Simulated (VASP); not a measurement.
Crystal: KCl.

```
CELL_PARAMETERS angstrom
0.00000 3.12744 3.12744
3.12744 0.00000 3.12744
3.12744 3.12744 0.00000
ATOMIC_POSITIONS crystal
K 0.00000 0.00000 0.00000
Cl 0.50000 0.50000 0.50000
```

Base run:

```yaml
Program: VASP 6.6.1
Functional: r2SCAN
Potentials_or_basis: VASP PAW PBE potentials, release 64 (K_sv, Cl)
Cutoff: 520 eV
k_mesh: 6 × 6 × 6
Occupations: gaussian, width 0.02 eV
Spin: no spin polarisation
```

Its results: band gap on the k mesh 5.90 eV, direct; pressure 0.3 GPa.

Q: The run is repeated on the same cell with these changes: functional from r2SCAN to PBEsol; occupations from gaussian, width 0.02 eV to gaussian, width 0.5 eV. What comes out?

A: Band gap on the k mesh 5.08 eV, direct; pressure -0.1 GPa.

Caveats: the PAW data sets were made with another functional, which shifts forces and pressure a little.

